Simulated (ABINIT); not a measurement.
The system is KTaO3.

```
Ta K O
1.0
     3.98830    0.00000    0.00000
     0.00000    3.98830    0.00000
     0.00000    0.00000    3.98830
Ta K O
1 1 3
Direct
  0.00000 0.00000 0.00000
  0.50000 0.50000 0.50000
  0.00000 0.00000 0.50000
  0.00000 0.50000 0.00000
  0.50000 0.00000 0.00000
```

Base run:

| Property | Result |
| --- | --- |
| Program | ABINIT 10.8.3 (patched build) |
| Functional | WC |
| Potentials or basis | JTH PAW PBE v2.0 |
| Cutoff | 626 eV |
| k mesh | 7 × 7 × 7 |
| Occupations | fermi-dirac, width 0.05 eV |
| Spin | no spin polarisation |

Its results: band gap on the k mesh 2.16 eV, indirect (least direct gap 2.72 eV); pressure -0.1 GPa.

Question: The run is repeated on the same cell with these changes: functional from WC to BP86. What comes out?

Answer: Band gap on the k mesh 2.22 eV, indirect (least direct gap 2.78 eV); pressure 5.2 GPa.

Caveats: the PAW data sets were made with another functional, which shifts forces and pressure a little; spin-orbit coupling is left out, which moves the levels of the heavy elements.

A k mesh can miss the band edges.

Not every run made on this cell is shown here.
